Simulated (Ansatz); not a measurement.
Input and command of a plane-wave DFT calculation in Ansatz:

```yaml
crystal:
  lattice:
    - [2.5545319511, 0.0, 0.0]
    - [-1.2772659756, 2.2122895644, 0.0]
    - [0.0, 0.0, 6.3368329173]
  atoms:
    - { symbol: B, position: [0.0, 0.0, 0.0] }
    - { symbol: "N", position: [0.0, 0.0, 0.25] }
    - { symbol: B, position: [0.3333333333, 0.6666666667, 0.3333333333] }
    - { symbol: "N", position: [0.3333333333, 0.6666666667, 0.5833333333] }
    - { symbol: B, position: [0.6666666667, 0.3333333333, 0.6666666667] }
    - { symbol: "N", position: [0.6666666667, 0.3333333333, 0.9166666667] }
basis:
  ecutwfc: 420
kpoints:
  mp_grid: { grid: [12, 12, 4] }
hamiltonian:
  xc: pbe
scf:
  occupations: { method: gaussian, width: 0.02 }
output:
  forces: true
  stress: true
  eigenvalues: true
  populations: true
relax:
  adjacent_minimum: "off"
  f_tol: 0.01
  max_steps: 45
  cell: { stress_tol: 0.05 }
```

```bash
ansatz run input.yaml --threads 1 --pin off --max-ram 2560MiB --backend cpu --events-out ev --progress --plain --runs-dir out
```

Processor: Arm Neoverse N1, 1 thread, on a host shared with other jobs.

Problem. Estimate time, memory and problem size.

Solution. About 69 s on 1 thread of Arm Neoverse N1, on a shared host, peak memory 0.33 GiB. It solves 18 bands at 69 k points (the mesh reduced by the symmetry that the task leaves, which can be less than the crystal's) with about 723 plane waves (on the last cell), in 45 SCF iterations over 7 ionic steps.
